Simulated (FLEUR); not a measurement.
# Co (P6_3/mmc) in FLEUR: single point with PBEsol

Aim: the single point of Co with PBEsol.

Program: FLEUR MaX-R8.1 (later development tree). These are calculated values, not measurements. Logs are shortened: lines on timing, memory, paths and dates and some standing lists are left out, and cuts for length are marked.

## 1. The structure

It takes space group P6_3/mmc (No. 194, hexagonal). The conventional cell has a = 2.471 Å, b = 2.471 Å, c = 8.088 Å, α = 90.00°, β = 90.00°, γ = 120.00°. Co (site symmetry -6m2) has 12 Co at 2.47 Å as nearest neighbours. Co (site symmetry -3m) has 12 Co at 2.47 Å as nearest neighbours.

## 2. Single point, PBEsol, collinear spin, ferromagnetic start

inp.xml

```xml
<?xml version="1.0" encoding="UTF-8" standalone="no"?>
<fleurInput fleurInputVersion="0.39">
   <comment>
      Co                                                                                                  
   </comment>
   <calculationSetup>
      <cutoffs Kmax="4.67" Gmax="14.5" GmaxXC="14.5" numbands="0"/>
      <scfLoop itmax="60" minDistance="0.00001" maxIterBroyd="15" imix="Anderson" alpha="0.05" precondParam="0.0" spinf="2.0" sdNocoIR="T"/>
      <coreElectrons ctail="T" frcor="F" kcrel="0" coretail_lmax="0"/>
      <xcFunctional name="PBEs" relativisticCorrections="F"/>
      <magnetism jspins="2"/>
      <soc l_soc="F" theta="0.0" phi="0.0" spav="F"/>
      <expertModes spex="0" secvar="F"/>
      <geometryOptimization l_f="T" forcealpha="1.0" forcemix="BFGS" epsdisp="0.0005" epsforce="0.0002"/>
      <ldaU l_linMix="F" mixParam="0.05" spinf="1.0"/>
   </calculationSetup>
   <cell>
      <bzIntegration valenceElectrons="68.0" mode="hist" fermiSmearingEnergy="0.00183747">
         <kPointListSelection listName="default-1"/>
         <!-- k-points included here -->
         <xi:include xmlns:xi="http://www.w3.org/2001/XInclude" href="kpts.xml"> </xi:include>
      </bzIntegration>
      <!-- symmetry operations included here -->
      <xi:include xmlns:xi="http://www.w3.org/2001/XInclude" href="sym.xml"> </xi:include>
      <bulkLattice scale="1.0">
         <bravaisMatrix>
            <row-1>    4.6686851398050306     0.0000000000000000     0.0000000000000000</row-1>
            <row-2>   -2.3343425699970015     4.0431999333830211     0.0000000000000000</row-2>
            <row-3>    0.0000000000000000     0.0000000000000000    15.2845467137327287</row-3>
         </bravaisMatrix>
      </bulkLattice>
   </cell>
   <atomSpecies>
      <species name="Cobalt (Co2.000" element="Co" atomicNumber="27">
         <mtSphere radius="2.1" gridPoints="715" logIncrement="0.017"/>
         <atomicCutoffs lmax="9" lnonsphr="9"/>
         <electronConfig flipSpins="F">
            <coreConfig>(1s1/2) (2s1/2) (2p1/2) (2p3/2)</coreConfig>
            <valenceConfig>(3s1/2) (3p1/2) (3p3/2) (4s1/2) (3d3/2) (3d5/2)</valenceConfig>
            <stateOccupation state="(3d3/2)" spinUp="1.5" spinDown="1.3"/>
            <stateOccupation state="(3d5/2)" spinUp="3.0" spinDown="1.2"/>
         </electronConfig>
         <energyParameters s="4" p="4" d="3" f="4"/>
         <lo type="SCLO" l="0" n="3" eDeriv="0"/>
         <lo type="SCLO" l="1" n="3" eDeriv="0"/>
         <lo type="SCLO" l="1" n="3" eDeriv="1"/>
         <lo type="SCLO" l="2" n="3" eDeriv="2"/>
         <lo type="SCLO" l="3" n="4" eDeriv="2"/>
      </species>
   </atomSpecies>
   <atomGroups>
      <atomGroup species="Cobalt (Co2.000">
         <relPos label="                   1">-1.000/3.000 1.000/3.000 -1.000/4.000</relPos>
         <relPos label="                   3">1.000/3.000 -1.000/3.000 1.000/4.000</relPos>
         <force calculate="T" relaxXYZ="TTT"/>
      </atomGroup>
      <atomGroup species="Cobalt (Co2.000">
         <relPos label="                   2">.0000000000 .0000000000 1.000/2.000</relPos>
         <relPos label="                   4">.0000000000 .0000000000 .0000000000</relPos>
         <force calculate="T" relaxXYZ="TTT"/>
      </atomGroup>
   </atomGroups>
   <output dos="F" band="F" slice="F">
      <checks vchk="F" cdinf="F"/>
      <bandDOS minEnergy="-.5*Htr" maxEnergy="0.5*Htr" sigma="0.015" storeEVData="T"/>
      <vacuumDOS vacdos="F" integ="F" star="F" nstars="0" locx1="0.0" locy1="0.0" locx2="0.0" locy2="0.0" nstm="0" tworkf="0.0"/>
      <unfoldingBand unfoldBand="F" supercellX="1" supercellY="1" supercellZ="1"/>
      <plotting iplot="0" polar="F">
         <plot TwoD="T" vec1="  1.0  0.0  0.0" vec2="  0.0  1.0  0.0" vec3="  0.0  0.0  1.0" zero="  0.0  0.0  0.0" file="plot"/>
      </plotting>
      <chargeDensitySlicing numkpt="0" minEigenval="0.0" maxEigenval="0.0" nnne="0" pallst="F"/>
      <specialOutput eonly="F"/>
      <moessbauerParams electricFieldGradient="T" isomerShift="T" coreHyperfine="T" valenceHyperfine="T"/>
      <magneticCircularDichroism mcd="F" energyLo="-10.0" energyUp="0.0"/>
   </output>
  <!-- We include the file relax.xml here to enable relaxations (see documentation) -->
  <xi:include xmlns:xi="http://www.w3.org/2001/XInclude" href="relax.xml"> <xi:fallback/> </xi:include>
</fleurInput>
```

crystal.txt

```
Co
&input cartesian=F /
2.4705617809  0.0000000000  0.0000000000
-1.2352808905  2.1395692639  0.0000000000
0.0000000000  0.0000000000  8.0882338000
1.8897261246
1.0 1.0 1.0

4
27 0.6666666666  0.3333333332  0.7500000000 : 2.000
27 -0.0000000001  -0.0000000001  0.5000000000 : 2.000
27 0.3333333332  0.6666666666  0.2500000000 : 2.000
27 -0.0000000001  -0.0000000001  0.0000000000 : 2.000

&kpt div1=12 div2=12 div3=4 gamma=T /
```

Potentials or basis: all-electron, FLAPW.

Launch:

```console
$ inpgen -f crystal.txt -profile fastHighL
$ # inp.xml edited to the form shown
$ mpirun -n 4 fleur_MPI -pe_per_kpt 1
```

Standard output:

```text
Welcome to FLEUR        (www.flapw.de)
      MaX-Release 8.1          (www.max-centre.eu)

 ========== k-point set info ==========
 Selected k-point list: default-1
 k-point list type: mesh
 12 x 12 x 4
 Number of k points: 57

 ------------Calculation Setup---------------------------
 Number of MPI-tasks      :            4
 Number of PE/node        :            4
 Number of OMP-threads    :            1
 Using exactly            1  PE per kpt
 k-points in parallel     :            4
 pe's per k-point         :            1
 No of k-point loops      :           14
 Info/Warning             : your k-point parallelism is not fully load-balanced
 Using exactly            1  PE per kpt
 Using exactly            1  PE per kpt
 Using exactly            1  PE per kpt
 Eigenvalue solver        :       lapack
 Number of basis functions:          656
 Approximate size of matrices (H+S) per k-point:         0.006 GB
 --------------------------------------------------------
 Iteration:     1   Distance:       8.53076123 me/bohr^3
 Iteration:     2   Distance:       7.01528913 me/bohr^3
 Iteration:     3   Distance:       4.23368417 me/bohr^3
 Iteration:     4   Distance:       3.94659602 me/bohr^3
 Iteration:     5   Distance:       0.58168827 me/bohr^3
 Iteration:     6   Distance:       0.51268229 me/bohr^3
 Iteration:     7   Distance:       0.23976515 me/bohr^3
 Iteration:     8   Distance:       0.18454856 me/bohr^3
 Iteration:     9   Distance:       0.09343365 me/bohr^3
 Iteration:    10   Distance:       0.04093872 me/bohr^3
 Iteration:    11   Distance:       0.03136888 me/bohr^3
 Iteration:    12   Distance:       0.00755529 me/bohr^3
 Iteration:    13   Distance:       0.00979140 me/bohr^3
 Iteration:    14   Distance:       0.00162197 me/bohr^3
 Iteration:    15   Distance:       0.00204756 me/bohr^3
 Iteration:    16   Distance:       0.00201260 me/bohr^3
 Iteration:    17   Distance:       0.00162659 me/bohr^3
 Iteration:    18   Distance:       0.00072866 me/bohr^3
 Iteration:    19   Distance:       0.00018122 me/bohr^3
 Iteration:    20   Distance:       0.00005383 me/bohr^3
 Iteration:    21   Distance:       0.00003291 me/bohr^3
 Iteration:    22   Distance:       0.00003179 me/bohr^3
 Iteration:    23   Distance:       0.00000295 me/bohr^3

 ********************************************************************
 Run finished successfully
 Stop message:
   Structural relaxation: Done
 ********************************************************************
```

Wall time 6.6 min (4 MPI ranks of Intel Xeon Platinum 8259CL at 2.50GHz (Skylake/Cascade Lake), shared host).

Results:

| Property | Result |
| --- | --- |
| Free energy | -151541.3695 eV |
| Band gap on the k mesh | none (metal or under the smearing width) |
| Net moment | 6.59 μB per cell |
| Site moments | Co +1.72, +1.70 μB |
| Valence electrons inside the program's atomic spheres | Co 15.53 (radii Co 2.1 bohr) |

Core levels (eV from the Fermi level):
```tsv
atom	levels
1 Co	1s1/2 -7576.6, 2s1/2 -891.0, 2p1/2 -772.2, 2p3/2 -757.4
2 Co	1s1/2 -7576.6, 2s1/2 -891.0, 2p1/2 -772.2, 2p3/2 -757.4
3 Co	1s1/2 -7576.6, 2s1/2 -891.0, 2p1/2 -772.2, 2p3/2 -757.4
4 Co	1s1/2 -7576.6, 2s1/2 -891.0, 2p1/2 -772.2, 2p3/2 -757.4
```
